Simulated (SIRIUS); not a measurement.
**Ce under changes of volume**

One of the cells (35.058 Å³/atom); the others are scaled copies at fixed shape and fractional positions:

```
Ce
1.0
     0.00000    2.59769    2.59769
     2.59769    0.00000    2.59769
     2.59769    2.59769    0.00000
Ce
1
Direct
  0.00000 0.00000 0.00000
```

| Item | Value |
| --- | --- |
| Program | SIRIUS 7.12.0 |
| Functional | PBE |
| Potentials or basis | SSSP 1.3.0 PBE efficiency |
| Cutoff | 686 eV |
| Density cutoff | 5497 eV |
| k mesh | 9 × 9 × 9 |
| Occupations | fermi-dirac, width 0.05 eV |
| Spin | collinear spin, ferromagnetic start |
| Starting moments | [1.0] μB |

```tsv
volume (Å³/atom)	energy over the lowest point (meV/atom)	pressure (GPa)	moment (μB per cell)
32.309	0.00	-4.8	0.16
32.996	21.29	-4.8	0.51
33.684	42.34	-4.7	0.72
35.058	?	?	?
35.746	105.94	-4.9	1.03
36.433	127.45	-4.9	1.12
```

Q: What does the run at 35.058 Å³/atom give?

A: Energy over the lowest point 84.51 meV/atom; pressure -4.8 GPa; moment 0.95 μB per cell.

Worked out: A Birch-Murnaghan fit of order 3 (a polynomial in V^(-2/3)) to the other rows has no minimum within the range. It gives 84.59 meV/atom at 35.058 Å³/atom, against the run's 84.51, and -dE/dV = -4.9 GPa, against -4.8. A parabola through the other rows of the moment, of slope 0.137 μB per Å³/atom there, gives 1.01 μB, against the run's 0.95.

Energies are extrapolated to zero smearing.

Caveats: the magnetic or orbital state may not be the lowest.
